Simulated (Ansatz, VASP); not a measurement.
## Two plane-wave programs on LiH

```
Li H
1.0
     0.00000    2.03675    2.03675
     2.03675    0.00000    2.03675
     2.03675    2.03675    0.00000
Li H
1 1
Cartesian
  0.0000 0.0000 0.0000
  2.0368 2.0368 2.0368
```

Alike in both runs: functional PBE-based screened hybrid; k mesh 7 × 7 × 7; no spin polarisation.

```csv
,VASP,Ansatz
version,VASP 6.6.1,Ansatz 0.2.0
potentials or method,"VASP PAW PBE potentials, release 64 (Li_sv, H)",Ansatz PAW
plane-wave cutoff (eV),520,420
occupations,"methfessel-paxton of order 1, width 0.01 eV","cold, width 0.01 eV"
valence electrons in the cell,4,4
task,single point,atomic charges
```

|  | VASP | Ansatz | Ansatz less VASP |
| --- | --- | --- | --- |
| gap on the k mesh at the Fermi level (eV) | 4.30 | 4.30 | +0.003 |
| least direct gap on the mesh (eV) | 4.30 | 4.30 | +0.003 |

Caveats: an odd mesh through Γ misses points on the zone boundary, where band edges often lie (VASP); odd divisions of the mesh miss points on the zone boundary, where band edges often lie, so the gap on the mesh can be too wide (Ansatz).
